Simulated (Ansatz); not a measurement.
# CuO: relaxation of cell and atoms

These are results of Ansatz 0.2.0, DFT, PBE, PAW with Ansatz's default frozen-core files, scalar-relativistic, not measurements.

Command: `ansatz run input.yaml --threads 1 --pin off --max-ram 4096MiB --backend cpu --events-out ev --progress --plain --runs-dir out` The run took 75 s on 1 thread of AMD EPYC 7R43 64-Core Processor (Zen 3) (shared host), peak memory 0.43 GiB.

```yaml
crystal:
  lattice:
    - [3.1588556782, 0.0, 0.0]
    - [-1.5794278391, 2.7356492642, 0.0]
    - [0.0, 0.0, 5.1489347554]
  atoms:
    - { symbol: Cu, position: [0.3333333333, 0.6666666667, 0.0] }
    - { symbol: Cu, position: [0.6666666667, 0.3333333333, 0.5] }
    - { symbol: O, position: [0.3333333333, 0.6666666667, 0.376] }
    - { symbol: O, position: [0.6666666667, 0.3333333333, 0.876] }
kpoints:
  mp_grid: { grid: [13, 13, 7] }
scf:
  occupations: { method: fermi_dirac, width: 0.05 }
hamiltonian:
  xc: pbe
  pseudopotentials: { kind: paw }
output:
  forces: true
  stress: true
relax:
  f_tol: 0.005
  max_steps: 80
  cell: {}
```

Without spin polarisation or U, such a compound can come out metallic where the real one is a magnetic insulator.

The cell is built from the wurtzite type as a first guess.

The cutoff is 420 eV; energies and pressures of the walk include the program's estimate of the Pulay term.

Each frame lists the cell vectors (Å), then Cartesian positions (Å) and forces (eV/Å). Free energies count from the first step, -14381.8726 eV.

The walk took 9 evaluations in all; steps that aren't listed are left out.

Step 1: E = 0.0 meV, P = 6.69 GPa

```
cell 3.1589 0.0000 0.0000 -1.5794 2.7356 0.0000 0.0000 0.0000 5.1489
Cu    0.0000    1.8238    0.0000     0.000   0.000   0.131
Cu    1.5794    0.9119    2.5745     0.000   0.000   0.131
O     0.0000    1.8238    1.9360     0.000   0.000  -0.131
O     1.5794    0.9119    4.5105     0.000   0.000  -0.131
```

Step 2: E = -33.1 meV, P = 3.28 GPa

```
cell 3.1654 0.0000 0.0000 -1.5827 2.7413 0.0000 0.0000 0.0000 5.2295
Cu    0.0000    1.8275    0.0081     0.000   0.000   0.140
Cu    1.5827    0.9138    2.6229     0.000   0.000   0.140
O     0.0000    1.8275    1.9582     0.000   0.000  -0.140
O     1.5827    0.9138    4.5729     0.000   0.000  -0.140
```

Step 3: E = -47.3 meV, P = -0.25 GPa

```
cell 3.1662 0.0000 0.0000 -1.5831 2.7420 0.0000 0.0000 0.0000 5.3371
Cu    0.0000    1.8280    0.0242     0.000   0.000   0.119
Cu    1.5831    0.9140    2.6928     0.000   0.000   0.119
O     0.0000    1.8280    1.9825     0.000   0.000  -0.119
O     1.5831    0.9140    4.6511     0.000   0.000  -0.119
```

Step 4: E = -52.3 meV, P = -0.12 GPa

```
cell 3.1537 0.0000 0.0000 -1.5768 2.7312 0.0000 0.0000 0.0000 5.3637
Cu    0.0000    1.8208    0.0438     0.000   0.000   0.000
Cu    1.5768    0.9104    2.7257     0.000   0.000   0.000
O     0.0000    1.8208    1.9729     0.000   0.000   0.000
O     1.5768    0.9104    4.6547     0.000   0.000   0.000
```

Step 5: E = -52.6 meV, P = 0.00 GPa

```
cell 3.1511 0.0000 0.0000 -1.5755 2.7289 0.0000 0.0000 0.0000 5.3671
Cu    0.0000    1.8193    0.0450     0.000   0.000  -0.001
Cu    1.5755    0.9096    2.7285     0.000   0.000  -0.001
O     0.0000    1.8193    1.9731     0.000   0.000   0.001
O     1.5755    0.9096    4.6566     0.000   0.000   0.001
```

Step 6: E = -62.4 meV, P = 0.31 GPa (the cell of the step before, solved again on a basis chosen afresh, hence the jump)

```
cell 3.1511 0.0000 0.0000 -1.5755 2.7289 0.0000 0.0000 0.0000 5.3671
Cu    0.0000    1.8193    0.0450     0.000   0.000  -0.005
Cu    1.5755    0.9096    2.7285     0.000   0.000  -0.005
O     0.0000    1.8193    1.9731     0.000   0.000   0.005
O     1.5755    0.9096    4.6566     0.000   0.000   0.005
```

Question: How does the relaxation end?

Answer: It converges, with a = 3.148 Å, b = 3.148 Å, c = 5.386 Å, α = 90.00°, β = 90.00°, γ = 120.00° (conventional cell, space group P6_3mc). The last solve (on a basis chosen afresh for the final cell, so its energy is not quite comparable) gives E = -62.7 meV, P = 0.00 GPa:
```
cell 3.1479 0.0000 0.0000 -1.5740 2.7262 0.0000 0.0000 0.0000 5.3860
Cu    0.0000    1.8175    0.0475     0.000   0.000   0.000
Cu    1.5740    0.9087    2.7405     0.000   0.000   0.000
O     0.0000    1.8175    1.9776     0.000   0.000   0.000
O     1.5740    0.9087    4.6706     0.000   0.000   0.000
```
